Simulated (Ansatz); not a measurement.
**Zn started in the widest void in corundum Al2O3, 121 atoms, charge 0**

Wanted: geometry, formation energy and gap levels of the defect, compared across PBEsol, HSE06 and r²SCAN.

All numbers are computed with Ansatz 0.2.0 (PAW, plane waves).

### 1 Starting point

121 atoms (48 Al, 72 O, 1 Zn); a = 9.548 Å, b = 9.548 Å, c = 13.014 Å, α = 90.00°, β = 90.00°, γ = 120.00°. All atoms were shaken off their sites by about 0.02 Å along each axis. Defect site 1: (0.496, 0.490, 0.500).

The runs, in order: (2) PBEsol relaxation at the single k point (¼, ¼, ¼), on 1 × NVIDIA GB200 with 8 threads of Arm Neoverse-V2; (3) HSE06 single point at the single k point (¼, ¼, ¼), on 1 × NVIDIA GB200 with 8 threads of Arm Neoverse-V2; (4) r²SCAN single point at the single k point (¼, ¼, ¼), on 1 × NVIDIA GB200 with 8 threads of Arm Neoverse-V2.

### 2 PBEsol relaxation in the fixed cell

The input, in.yaml:

```yaml
crystal:
  lattice:
    - [9.547862, 0.000000, 0.000000]
    - [-4.773931, 8.268691, 0.000000]
    - [0.000000, 0.000000, 13.013576]
  atoms:
    - { symbol: Al, position: [0.326953, 0.164949, 0.188269] }
    - { symbol: Al, position: [0.331198, 0.669712, 0.186571] }
    - { symbol: Al, position: [0.831119, 0.165192, 0.185398] }
    - { symbol: Al, position: [0.831688, 0.664409, 0.186369] }
    - { symbol: Al, position: [0.168878, 0.335645, 0.019286] }
    - { symbol: Al, position: [0.166474, 0.837769, 0.018431] }
    - { symbol: Al, position: [0.669104, 0.330319, 0.018190] }
    - { symbol: Al, position: [0.659522, 0.831044, 0.017698] }
    - { symbol: Al, position: [0.164913, 0.331649, 0.313615] }
    - { symbol: Al, position: [0.165140, 0.829841, 0.314391] }
    - { symbol: Al, position: [0.662374, 0.332488, 0.313914] }
    - { symbol: Al, position: [0.664689, 0.831302, 0.314323] }
    - { symbol: Al, position: [0.166213, 0.334918, 0.518216] }
    - { symbol: Al, position: [0.164201, 0.833829, 0.520360] }
    - { symbol: Al, position: [0.664308, 0.334285, 0.514721] }
    - { symbol: Al, position: [0.669211, 0.835335, 0.518709] }
    - { symbol: Al, position: [0.001898, 0.001500, 0.349350] }
    - { symbol: Al, position: [0.003023, 0.499473, 0.350513] }
    - { symbol: Al, position: [0.499468, 0.999900, 0.352003] }
    - { symbol: Al, position: [0.497977, 0.503017, 0.354048] }
    - { symbol: Al, position: [0.000083, 0.000439, 0.150614] }
    - { symbol: Al, position: [0.000241, 0.500955, 0.147730] }
    - { symbol: Al, position: [0.501658, 0.998685, 0.146224] }
    - { symbol: Al, position: [0.502140, 0.502639, 0.148992] }
    - { symbol: Al, position: [0.999916, 0.000205, 0.648845] }
    - { symbol: Al, position: [0.003728, 0.499011, 0.648958] }
    - { symbol: Al, position: [0.503476, 0.999676, 0.645311] }
    - { symbol: Al, position: [0.495635, 0.494925, 0.648937] }
    - { symbol: Al, position: [0.996810, 0.997785, 0.852845] }
    - { symbol: Al, position: [0.001458, 0.500729, 0.849257] }
    - { symbol: Al, position: [0.501984, 0.996618, 0.850714] }
    - { symbol: Al, position: [0.495574, 0.499634, 0.853728] }
    - { symbol: Al, position: [0.334089, 0.165336, 0.685090] }
    - { symbol: Al, position: [0.336094, 0.672523, 0.686753] }
    - { symbol: Al, position: [0.835424, 0.166000, 0.686051] }
    - { symbol: Al, position: [0.832243, 0.662299, 0.684600] }
    - { symbol: Al, position: [0.337614, 0.168327, 0.483172] }
    - { symbol: Al, position: [0.326247, 0.663084, 0.481533] }
    - { symbol: Al, position: [0.832640, 0.166950, 0.481722] }
    - { symbol: Al, position: [0.838295, 0.671399, 0.482481] }
    - { symbol: Al, position: [0.334250, 0.169391, 0.981083] }
    - { symbol: Al, position: [0.331411, 0.662287, 0.980287] }
    - { symbol: Al, position: [0.832455, 0.163391, 0.982748] }
    - { symbol: Al, position: [0.830881, 0.663908, 0.982138] }
    - { symbol: Al, position: [0.166820, 0.329754, 0.815344] }
    - { symbol: Al, position: [0.165439, 0.830285, 0.816536] }
    - { symbol: Al, position: [0.665313, 0.331846, 0.813970] }
    - { symbol: Al, position: [0.667272, 0.833393, 0.814062] }
    - { symbol: O, position: [0.156453, 0.000900, 0.249981] }
    - { symbol: O, position: [0.152023, 0.501981, 0.249982] }
    - { symbol: O, position: [0.653467, 0.006479, 0.249576] }
    - { symbol: O, position: [0.653887, 0.502394, 0.250079] }
    - { symbol: O, position: [0.334022, 0.015404, 0.084899] }
    - { symbol: O, position: [0.333715, 0.513119, 0.084878] }
    - { symbol: O, position: [0.839204, 0.017196, 0.080156] }
    - { symbol: O, position: [0.837404, 0.512399, 0.082086] }
    - { symbol: O, position: [0.998258, 0.154644, 0.246960] }
    - { symbol: O, position: [0.999109, 0.651549, 0.248927] }
    - { symbol: O, position: [0.496149, 0.152857, 0.250307] }
    - { symbol: O, position: [0.503609, 0.651429, 0.249588] }
    - { symbol: O, position: [0.344147, 0.345553, 0.248869] }
    - { symbol: O, position: [0.344425, 0.843354, 0.247820] }
    - { symbol: O, position: [0.850141, 0.350312, 0.249760] }
    - { symbol: O, position: [0.847057, 0.847382, 0.252381] }
    - { symbol: O, position: [0.184099, 0.167867, 0.082818] }
    - { symbol: O, position: [0.179303, 0.666337, 0.084486] }
    - { symbol: O, position: [0.678893, 0.166782, 0.084489] }
    - { symbol: O, position: [0.680251, 0.663582, 0.084031] }
    - { symbol: O, position: [0.183172, 0.018191, 0.584704] }
    - { symbol: O, position: [0.178700, 0.511232, 0.583140] }
    - { symbol: O, position: [0.680563, 0.010015, 0.585054] }
    - { symbol: O, position: [0.678809, 0.512630, 0.582370] }
    - { symbol: O, position: [0.168379, 0.179821, 0.416665] }
    - { symbol: O, position: [0.167290, 0.675152, 0.418622] }
    - { symbol: O, position: [0.663745, 0.179553, 0.418206] }
    - { symbol: O, position: [0.670165, 0.681274, 0.416211] }
    - { symbol: O, position: [0.014111, 0.335513, 0.415245] }
    - { symbol: O, position: [0.012718, 0.834906, 0.412869] }
    - { symbol: O, position: [0.512262, 0.333692, 0.419549] }
    - { symbol: O, position: [0.509575, 0.831309, 0.414475] }
    - { symbol: O, position: [0.017348, 0.183974, 0.918492] }
    - { symbol: O, position: [0.012821, 0.675624, 0.918173] }
    - { symbol: O, position: [0.513665, 0.183754, 0.919749] }
    - { symbol: O, position: [0.518101, 0.684733, 0.918621] }
    - { symbol: O, position: [0.998727, 0.343149, 0.749776] }
    - { symbol: O, position: [0.000222, 0.849449, 0.749668] }
    - { symbol: O, position: [0.499252, 0.347063, 0.750788] }
    - { symbol: O, position: [0.502355, 0.845335, 0.749339] }
    - { symbol: O, position: [0.486073, 0.321130, 0.083335] }
    - { symbol: O, position: [0.487526, 0.822466, 0.085790] }
    - { symbol: O, position: [0.988839, 0.319278, 0.083919] }
    - { symbol: O, position: [0.986907, 0.819555, 0.080636] }
    - { symbol: O, position: [0.487629, 0.170184, 0.581742] }
    - { symbol: O, position: [0.486980, 0.666260, 0.582828] }
    - { symbol: O, position: [0.982806, 0.165282, 0.584335] }
    - { symbol: O, position: [0.986997, 0.666933, 0.583802] }
    - { symbol: O, position: [0.335402, 0.322096, 0.585024] }
    - { symbol: O, position: [0.333877, 0.819548, 0.583754] }
    - { symbol: O, position: [0.834302, 0.321995, 0.585127] }
    - { symbol: O, position: [0.836375, 0.818758, 0.584398] }
    - { symbol: O, position: [0.318231, 0.490690, 0.418916] }
    - { symbol: O, position: [0.321390, 0.985481, 0.415908] }
    - { symbol: O, position: [0.818037, 0.482496, 0.414298] }
    - { symbol: O, position: [0.825099, 0.987298, 0.415394] }
    - { symbol: O, position: [0.320855, 0.333238, 0.916627] }
    - { symbol: O, position: [0.316968, 0.835372, 0.917577] }
    - { symbol: O, position: [0.818419, 0.335073, 0.917021] }
    - { symbol: O, position: [0.822710, 0.835695, 0.915683] }
    - { symbol: O, position: [0.351591, 0.002363, 0.751970] }
    - { symbol: O, position: [0.344980, 0.503571, 0.753203] }
    - { symbol: O, position: [0.844729, 0.000267, 0.751463] }
    - { symbol: O, position: [0.845941, 0.499774, 0.749341] }
    - { symbol: O, position: [0.151497, 0.154382, 0.751381] }
    - { symbol: O, position: [0.152856, 0.651366, 0.750355] }
    - { symbol: O, position: [0.649076, 0.150594, 0.749266] }
    - { symbol: O, position: [0.653694, 0.654771, 0.749507] }
    - { symbol: O, position: [0.170248, 0.490779, 0.915122] }
    - { symbol: O, position: [0.167837, 0.987822, 0.916365] }
    - { symbol: O, position: [0.670279, 0.489848, 0.917586] }
    - { symbol: O, position: [0.669250, 0.988607, 0.916351] }
    - { symbol: Zn, position: [0.494074, 0.489613, 0.499548] }
  symmetry: { detect: false }
kpoints:
  mp_grid: { grid: [1, 1, 1], shift: [0.25, 0.25, 0.25] }
hamiltonian:
  xc: pbesol
scf:
  occupations: { method: fermi_dirac, width: 0.01 }
relax:
  f_tol: 0.03
  max_steps: 80
  escape_saddle: false
  adjacent_minimum: "off"
output:
  forces: true
  eigenvalues: true
  populations: true
```

The run is started by

```sh
$ ansatz run in.yaml --threads 8 --pin off --max-ram 118750MiB --runs-dir r --events-out ev --progress --plain --backend cuda --devices 0, --max-vram 170GiB
```

Further steps of the session: HSE06 on the final geometry; r²SCAN on the same atoms.

Before running it: what results should come out? Wanted: for each run, formation energy; host gap; top filled to lowest empty.

As calculated:

```
             level         time  formation energy (eV)  host gap (eV)  top filled to lowest empty (eV)
PBEsol, relaxation   14 s (GPU)                   9.93           6.03                             2.26
             HSE06   23 s (GPU)                  10.61           8.00                             3.40
            r²SCAN  4.2 s (GPU)                  10.65           7.02                             2.77
```

| quantity | value |
| --- | --- |
| relaxation | 12 recorded steps, 6.90 eV gained |
| largest shift | 0.58 Å (O79) |

**In words.** The relaxation lowers the energy by 6.90 eV; the largest shift is 0.58 Å (O79). The formation energy goes from 9.93 eV (PBEsol) to 10.65 eV (r²SCAN). The reservoirs are the elements' reference phases; where the defect changes the composition, the value depends on that choice. r²SCAN puts 1 localised level over 0.1 eV inside the gap, at 5.26 (filled) eV, the tightest of them shared by about 6 atoms. The price of HSE06 is about 5.5 times the time of r²SCAN here. The host's edges were read at Γ, so band-like levels at this k point need not coincide with them. Finite-cell errors of some tenths of an eV remain in such numbers.
